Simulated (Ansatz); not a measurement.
Input of an Ansatz 0.2.0 run:

input.yaml

```yaml
crystal:
  lattice:
    - [0.0, 2.4302023304, 2.4302023304]
    - [2.4302023304, 0.0, 2.4302023304]
    - [2.4302023304, 2.4302023304, 0.0]
  atoms:
    - { symbol: Hf, position: [0.0, 0.0, 0.0] }
    - { symbol: "N", position: [0.5, 0.5, 0.5] }
hamiltonian:
  xc: revpbe
  pseudopotentials: { kind: nc, accuracy: standard }
kpoints:
  mp_grid: { grid: [10, 10, 10] }
scf:
  occupations: { method: methfessel_paxton, width: 0.1 }
output:
  forces: true
  stress: true
  eigenvalues: true
  xc_energy_on_converged_density: [lda, pbe, pbesol, rpbe, revpbe, blyp, r2scan]
```

Potentials or basis: PseudoDojo standard (PBE files).

Run with:

```bash
$ ansatz run input.yaml --threads 1 --pin off --max-ram 2560MiB --backend cpu --events-out ev --progress --plain --runs-dir out
```

(1) What does it give for the pressure?

(2) Predict the band gap on the k mesh.

Results:

(1) -32.3 GPa.

(2) none (metal or under the smearing width).

Caveat: the potentials were made for another functional, which shifts forces and pressure.
